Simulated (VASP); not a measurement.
# PtSe2 (P-3m1) in VASP: single point with HSE06

Aim: the single point of PtSe2 with HSE06.

All numbers are computed with VASP 6.6.1; they aren't measurements. Logs are shortened: lines on timing, memory, paths and dates and some standing lists are left out, and cuts for length are marked.

## (1) The structure

The structure is trigonal, space group P-3m1 (No. 164). The conventional cell has a = 3.758 Å, b = 3.758 Å, c = 4.870 Å, α = 90.00°, β = 90.00°, γ = 120.00°. Pt (site symmetry -3m) has 6 Se at 2.51 Å as nearest neighbours. Se (site symmetry 3m) is surrounded by 3 Pt at 2.51 Å.

The cell is a database's computed one.

## (2) Single point, HSE06

File POSCAR:

```
PtSe2
1.0
    3.7584900000      0.0000000000      0.0000000000
   -1.8792500000      3.2549500000      0.0000000000
    0.0000000000      0.0000000000      4.8698900000
Pt Se
1 2
Direct
    0.0000000000      0.0000000000      0.0000000000
    0.6666700000      0.3333300000      0.7389500000
    0.3333300000      0.6666700000      0.2610500000
```

File INCAR.step1:

```
SYSTEM = PtSe2
PREC = Accurate
ENCUT = 520
EDIFF = 1E-5
ISMEAR = 0
SIGMA = 0.1
LREAL = .False.
LASPH = .True.
NELM = 100
ALGO = Normal
ISIF = 2
LWAVE = .True.
NBANDS = 18
GGA = PE
```

File INCAR.step2:

```
SYSTEM = PtSe2
PREC = Accurate
ENCUT = 520
EDIFF = 1E-6
ISMEAR = 0
SIGMA = 0.1
LREAL = .False.
LASPH = .True.
NELM = 100
ALGO = Normal
ISIF = 2
LWAVE = .False.
LCHARG = .True.
GGA = PE
LHFCALC = .True.
HFSCREEN = 0.2
PRECFOCK = Fast
LELF = .True.
LVHAR = .True.
NBANDS = 18
ISTART = 1
```

File KPOINTS:

```
regular mesh
0
Gamma
  6 6 4
  0 0 0
```

Potentials or basis: VASP PAW PBE potentials, release 64 (Pt, Se).

Command:

```
$ cat potpaw_PBE.64/Pt/POTCAR potpaw_PBE.64/Se/POTCAR > POTCAR
$ cp INCAR.step1 INCAR
$ mpirun -np 1 vasp_std > vasp.out
$ cp INCAR.step2 INCAR
$ mpirun -np 1 vasp_std > vasp.out
```

OUTCAR:

```text
SYSTEM = PtSe2
   PREC = Accurate
   ENCUT = 520
   EDIFF = 1E-6
   ISMEAR = 0
   LREAL = .False.
   LASPH = .True.
   NELM = 100
   ISIF = 2
   GGA = PE
   LHFCALC = .True.
   HFSCREEN = 0.2
   PRECFOCK = Fast
   ISTART = 1

 ion  position               nearest neighbor table
   1  0.000  0.000  0.000-   2 2.51   3 2.51   2 2.51   3 2.51   2 2.51   3 2.51
   2  0.667  0.333  0.739-   1 2.51   1 2.51   1 2.51
   3  0.333  0.667  0.261-   1 2.51   1 2.51   1 2.51

  LATTYP: Found a hexagonal cell.
 ALAT       =     3.7584900000
 C/A-ratio  =     1.2957038598

  Lattice vectors:

 A1 = (   3.7584900000,   0.0000000000,   0.0000000000)
 A2 = (  -1.8792500000,   3.2549500000,   0.0000000000)
 A3 = (   0.0000000000,   0.0000000000,   4.8698900000)

Analysis of symmetry for initial positions (statically):
=====================================================================
 Subroutine PRICEL returns:
 Original cell was already a primitive cell.

 Routine SETGRP: Setting up the symmetry group for a
 hexagonal supercell.

 Subroutine GETGRP returns: Found  4 space group operations
 (whereof  4 operations were pure point group operations)
 out of a pool of 24 trial point group operations.

The static configuration has the point symmetry C_2h.

Analysis of symmetry for dynamics (positions and initial velocities):
=====================================================================
 Subroutine PRICEL returns:
 Original cell was already a primitive cell.

 Routine SETGRP: Setting up the symmetry group for a
 hexagonal supercell.

 Subroutine GETGRP returns: Found  4 space group operations
 (whereof  4 operations were pure point group operations)
 out of a pool of 24 trial point group operations.

The dynamic configuration has the point symmetry C_2h.

 Subroutine INISYM returns: Found  4 space group operations
 (whereof  4 operations are pure point group operations),
 and found     1 'primitive' translations

----------------------------------------------------------------------------------------

                                     Primitive cell

  volume of cell :      59.5768

  direct lattice vectors                    reciprocal lattice vectors
     3.758490000  0.000000000  0.000000000     0.266064297  0.153612599  0.000000000
    -1.879250000  3.254950000  0.000000000     0.000000000  0.307224381  0.000000000
     0.000000000  0.000000000  4.869890000     0.000000000  0.000000000  0.205343447

  length of vectors
     3.758490000  3.758494388  4.869890000     0.307224740  0.307224381  0.205343447

  position of ions in fractional coordinates (direct lattice)
     0.000000000  0.000000000  0.000000000
     0.666670000  0.333330000  0.738950000
     0.333330000  0.666670000  0.261050000

  ion indices of the primitive-cell ions
   primitive index   ion index
                 1           1
                 2           2
                 3           3

----------------------------------------------------------------------------------------

 KPOINTS: regular mesh

Automatic generation of k-mesh.
 Grid dimensions read from file:
 generate k-points for:    6    6    4

 Generating k-lattice:

  Cartesian coordinates                     Fractional coordinates (reciprocal lattice)
     0.044344050  0.025602100  0.000000000     0.166666667  0.000000000  0.000000000
     0.000000000  0.051204064  0.000000000     0.000000000  0.166666667  0.000000000
     0.000000000  0.000000000  0.051335862     0.000000000  0.000000000  0.250000000

  Length of vectors
     0.051204123  0.051204064  0.051335862

  Shift w.r.t. Gamma in fractional coordinates (k-lattice)
     0.000000000  0.000000000  0.000000000

 Subroutine IBZKPT returns following result:
 ===========================================

 Found     47 irreducible k-points:

 Following reciprocal coordinates:
            Coordinates               Weight
  0.000000  0.000000  0.000000      1.000000
  0.166667 -0.000000  0.000000      4.000000
 -0.166667  0.166667  0.000000      2.000000
  0.333333  0.000000  0.000000      4.000000
 -0.333333  0.333333  0.000000      2.000000
  0.500000  0.000000  0.000000      2.000000
[... 16 lines left out ...]
  0.500000  0.000000  0.250000      4.000000
  0.500000  0.500000  0.250000      2.000000
 [... further k-points ...]
   k-points           NKPTS =     47   k-points in BZ     NKDIM =    144   number of bands    NBANDS=     18
   number of dos      NEDOS =    301   number of ions     NIONS =      3
   total plane-waves  NPLWV =  28224
   dimension x,y,z NGX =    28 NGY =   28 NGZ =   36
   dimension x,y,z NGXF=    56 NGYF=   56 NGZF=   72
   ions per type =               1   2
   NGX,Y,Z   is equivalent  to a cutoff of  12.38, 12.38, 12.29 a.u.
   NGXF,Y,Z  is equivalent  to a cutoff of  24.77, 24.77, 24.58 a.u.
 SYSTEM =  PtSe2
   PREC   = accura    normal or accurate (medium, high low for compatibility)
   ISTART =      1    job   : 0-new  1-cont  2-samecut
   ICHARG =      0    charge: 1-file 2-atom 10-const
   ISPIN  =      1    spin polarized calculation?
   LNONCOLLINEAR =      F non collinear calculations
   LSORBIT =      F    spin-orbit coupling
   LASPH  =      T    aspherical Exc in radial PAW
   ENCUT  =  520.0 eV  38.22 Ry    6.18 a.u.   6.99  6.99  9.05*2*pi/ulx,y,z
   NELM   =    100;   NELMIN=  2; NELMDL=  0     # of ELM steps
   EDIFF  = 0.1E-05   stopping-criterion for ELM
   LREAL  =      F    real-space projection
   EDIFFG = 0.1E-04   stopping-criterion for IOM
   NSW    =      0    number of steps for IOM
   IBRION =     -1    ionic relax: 0-MD 1-quasi-New 2-CG
   NFREE  =      0    steps in history (QN), initial steepest desc. (CG)
   ISIF   =      2    stress and relaxation
   ISYM   =      3    0-nonsym 1-usesym 2-fastsym
   POTIM  = 0.5000    time-step for ionic-motion
   TEBEG  =    0.0;   TEEND  =   0.0 temperature during run
   PSTRESS=    0.0 pullay stress
   NELECT =      22.0000    total number of electrons
   NUPDOWN=      -1.0000    fix difference up-down
   EMIN   =  10.00;   EMAX   =-10.00  energy-range for DOS
   EFERMI =   0.00;   METHOD = LEGACY
   ISMEAR =     0;   SIGMA  =   0.10  broadening in eV -4-tet -1-fermi 0-gaus
   EFERMI_NEDOS =   21; number of points for ismear=-14 and -15
   IALGO  =     38    algorithm
   IMIX   =      1    mixing-type and parameters
     AMIX     =   0.40;   BMIX     =  1.00
     AMIX_MAG =   1.60;   BMIX_MAG =  1.00
  volume/ion in A,a.u.               =      19.86       134.01
  Fermi-wavevector in a.u.,A,eV,Ry     =   1.174510  2.219502 18.768884  1.379474
  Thomas-Fermi vector in A             =   2.310906
   LORBIT       =      0    0 simple, 1 ext, 2 COOP (PROOUT), +10 PAW based schemes
   GGA     = PE    functional components
   LHFCALC =     T    Hartree Fock is set to
   PRECFOCK=fast      Normal, Fast or Accurate (Low or Medium for compatibility)
   ENCUT4O =  -1.0   cutoff for four orbital integrals eV
   NKREDX  =     1    reduce k-point grid by
   NKREDY  =     1    reduce k-point grid by
   NKREDZ  =     1    reduce k-point grid by
   AEXX    =    0.2500 exact exchange contribution
   HFSCREEN=    0.2000 screening length (either q_TF or 0.3 A-1)
   HFSCREENC=   0.2000 screening length for correlation (either q_TF or 0.3 A-1)
   ENCUTFOCK=  -1.0 apply spherical cutoff to Coloumb kernel
   IVDW    =     0    specifies the selected vdW correction
   LEPSILON=     F    determine dielectric tensor
   LRPA    =     F    only Hartree local field effects (RPA)
 non-spin polarized calculation
 Gauss-broadening in eV      SIGMA  =   0.10
  energy-cutoff  :      520.00
  volume of cell :       59.58
 maximum number of plane-waves:      1632
  NGX = 16; NGY = 16; NGZ = 20

 number of electron      21.9999997 magnetization

 Free energy of the ion-electron system (eV)
  ---------------------------------------------------
  ext. energy  EPLUGINS =         0.00000000
  ---------------------------------------------------
  free energy    TOTEN  =       -17.20376360 eV

  energy without entropy =      -17.20165582  energy(sigma->0) =      -17.20270971

 E-fermi :   6.6141     XC(G=0):  -8.8985

 val. band max:        6.4675493094   @ k =   0.1667  -0.1667   0.2500
 cond. band min:       6.6903123586   @ k =   0.0000   0.3333   0.2500
 fundamental gap:      0.2227630492
 Fermi energy:         6.6140949475

 k-point     1 :       0.0000    0.0000    0.0000
  band No.  band energies     occupation
      1     -10.9459      2.00000
      2      -7.5336      2.00000
      3      -1.7550      2.00000
      4      -0.7953      2.00000
      5      -0.7953      2.00000
      6       1.5281      2.00000
[... 10 lines left out ...]
     17      14.4719      0.00000
     18      19.0766      0.00000

 k-point     2 :       0.1667   -0.0000    0.0000
  band No.  band energies     occupation
      1     -10.6171      2.00000
      2      -7.7239      2.00000
      3      -1.3585      2.00000
      4      -0.5706      2.00000
      5      -0.5075      2.00000
      6       1.1813      2.00000
[... 10 lines left out ...]
     17      15.3255      0.00000
     18      16.4073      0.00000

 k-point     3 :      -0.1667    0.1667    0.0000
  band No.  band energies     occupation
      1     -10.6171      2.00000
      2      -7.7239      2.00000
      3      -1.3585      2.00000
      4      -0.5706      2.00000
      5      -0.5076      2.00000
      6       1.1812      2.00000
[... 10 lines left out ...]
     17      15.3254      0.00000
     18      16.4072      0.00000

 k-point     4 :       0.3333    0.0000    0.0000
  band No.  band energies     occupation
      1      -9.7678      2.00000
      2      -8.1644      2.00000
      3      -0.8724      2.00000
      4      -0.2207      2.00000
      5      -0.1209      2.00000
      6       0.6228      2.00000
[... 10 lines left out ...]
     17      14.9697      0.00000
     18      15.9973      0.00000

 k-point     5 :      -0.3333    0.3333    0.0000
  band No.  band energies     occupation
      1      -9.7678      2.00000
      2      -8.1644      2.00000
      3      -0.8724      2.00000
      4      -0.2207      2.00000
      5      -0.1208      2.00000
      6       0.6228      2.00000
[... 10 lines left out ...]
     17      14.9697      0.00000
     18      15.9973      0.00000

 k-point     6 :       0.5000    0.0000    0.0000
  band No.  band energies     occupation
      1      -8.9371      2.00000
      2      -8.7007      2.00000
      3      -1.6946      2.00000
      4       0.0207      2.00000
      5       0.2420      2.00000
      6       1.9443      2.00000
[... 10 lines left out ...]
     17      14.4001      0.00000
     18      18.6885      0.00000

 k-point     7 :       0.5000    0.5000    0.0000
  band No.  band energies     occupation
      1      -8.9371      2.00000
      2      -8.7006      2.00000
      3      -1.6947      2.00000
      4       0.0208      2.00000
      5       0.2420      2.00000
      6       1.9442      2.00000
[... 10 lines left out ...]
     17      14.4000      0.00000
     18      18.6836      0.00000

 k-point     8 :       0.1667    0.1667    0.0000
  band No.  band energies     occupation
      1     -10.0266      2.00000
      2      -8.0187      2.00000
      3      -0.7181      2.00000
      4      -0.1948      2.00000
      5      -0.1914      2.00000
      6       0.3493      2.00000
[... 10 lines left out ...]
     17      15.4774      0.00000
     18      16.1614      0.00000
[... 229 lines left out ...]
     17      15.7844      0.00000
     18      16.0402      0.00000

 k-point    20 :       0.0000    0.3333    0.2500
  band No.  band energies     occupation
      1      -9.6273      2.00000
      2      -8.2626      2.00000
      3      -1.5807      2.00000
      4      -0.5685      2.00000
      5      -0.3149      2.00000
      6       0.9731      2.00000
[... 10 lines left out ...]
     17      16.2694      0.00000
     18      18.1975      0.00000

 k-point    21 :      -0.3333    0.3333    0.2500
  band No.  band energies     occupation
      1      -9.4682      2.00000
      2      -8.5425      2.00000
      3      -0.9835      2.00000
      4      -0.2031      2.00000
      5      -0.1030      2.00000
      6       0.9142      2.00000
[... 10 lines left out ...]
     17      15.7844      0.00000
     18      16.0402      0.00000

 k-point    22 :       0.3333   -0.3333    0.2500
  band No.  band energies     occupation
      1      -9.6273      2.00000
      2      -8.2626      2.00000
      3      -1.5806      2.00000
      4      -0.5685      2.00000
      5      -0.3148      2.00000
      6       0.9731      2.00000
[... 10 lines left out ...]
     17      16.2694      0.00000
     18      18.1409      0.00000

 k-point    23 :       0.5000    0.0000    0.2500
  band No.  band energies     occupation
      1      -8.9917      2.00000
      2      -8.5509      2.00000
      3      -1.9195      2.00000
      4      -0.1771      2.00000
      5      -0.1436      2.00000
      6       1.3750      2.00000
[... 10 lines left out ...]
     17      16.7881      0.00000
     18      17.0641      0.00000

 k-point    24 :       0.5000    0.5000    0.2500
  band No.  band energies     occupation
      1      -8.9917      2.00000
      2      -8.5508      2.00000
      3      -1.9195      2.00000
      4      -0.1771      2.00000
      5      -0.1435      2.00000
      6       1.3750      2.00000
[... 10 lines left out ...]
     17      16.7880      0.00000
     18      17.0641      0.00000

 [... further k-points ...]
[... 5 lines left out ...]
  --------------------------------------------------------------------------------------
  -------------------------------------------------------------------------------------
  Total       -0.1247204     -0.1207390      0.7234219      0.0034483     -0.0001947      0.0003373
  in kB       -3.3540642     -3.2469930     19.4547363      0.0927349     -0.0052369      0.0090719
  external PRESSURE =       4.2845597 kB  Pullay stress =       0.0000000 kB

 VOLUME and BASIS-vectors are now :
 -----------------------------------------------------------------------------
  energy-cutoff  :      520.00
  volume of cell :       59.58
      direct lattice vectors                 reciprocal lattice vectors
     3.758490000  0.000000000  0.000000000     0.266064297  0.153612599  0.000000000
    -1.879250000  3.254950000  0.000000000     0.000000000  0.307224381  0.000000000
     0.000000000  0.000000000  4.869890000     0.000000000  0.000000000  0.205343447

 POSITION                                       TOTAL-FORCE (eV/Angst)
 -----------------------------------------------------------------------------------
      0.00000      0.00000      0.00000        -0.000000      0.000000      0.000000
      1.87926      1.08497      3.59861        -0.000166      0.000096      0.324118
     -0.00002      2.16998      1.27128         0.000166     -0.000096     -0.324118
 -----------------------------------------------------------------------------------
    total drift:                               -0.000001     -0.000002      0.000000

  FREE ENERGIE OF THE ION-ELECTRON SYSTEM (eV)
  ---------------------------------------------------
  free  energy   TOTEN  =       -17.2037635992 eV

  energy  without entropy=      -17.2016558231  energy(sigma->0) =      -17.20270971
```

Run time: 41 min. Hardware: 1 thread of AMD EPYC 9R45 (Zen 5), shared host; peak memory 0.31 GiB.

What came out:

| Quantity | Value |
| --- | --- |
| Free energy | -17.2038 eV |
| Pressure | 0.4 GPa |
| Largest force | 0.324 eV/Å |
| Band gap on the k mesh | none (metal or under the smearing width) |

Forces in eV/Å, atoms in the order of the input:
```
Pt   0.000  0.000  0.000
Se   0.000  0.000  0.324
Se   0.000  0.000 -0.324
```

Stress tensor (GPa, compression positive):
```
-0.34  0.01  0.00
 0.01 -0.32  0.00
 0.00  0.00  1.95
```

Caveat: the PAW data sets were made with another functional, which shifts forces and pressure a little. Spin-orbit coupling is left out, which matters for the levels of Pt.
